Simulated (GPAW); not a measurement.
Crystal: SiNi3.

```
CELL_PARAMETERS angstrom
3.54200 0.00000 0.00000
0.00000 3.54200 0.00000
0.00000 0.00000 3.54200
ATOMIC_POSITIONS crystal
Ni 0.50000 0.50000 0.00000
Ni 0.50000 0.00000 0.50000
Ni 0.00000 0.50000 0.50000
Si 0.00000 0.00000 0.00000
```

Base run:

| Property | Result |
| --- | --- |
| Program | GPAW 26.7.0 |
| Functional | PBEsol |
| Potentials or basis | PAW data sets generated in the run's folder for this functional |
| Cutoff | 600 eV |
| Basis | pw |
| k mesh | 7 × 7 × 7 |
| Occupations | fermi-dirac, width 0.05 eV |
| Spin | collinear spin, ferromagnetic start |
| Starting moments | [1.0, 1.0, 1.0, 0.0] μB |

Its results: pressure -12.0 GPa; net moment 0.00 μB per cell.

Task: The run is repeated on the same cell with these changes: hubbard terms from none to Ni d U = 8 eV. What comes out?

Result: Pressure -7.5 GPa; net moment 2.00 μB per cell; site moments Ni +0.83; Si -0.06 μB.

Caveats: the stock nickel data set gives pressures a few GPa off other programs; the U is typed as a test and isn't derived for this compound (some runs).

Not every run made on this cell is shown here.
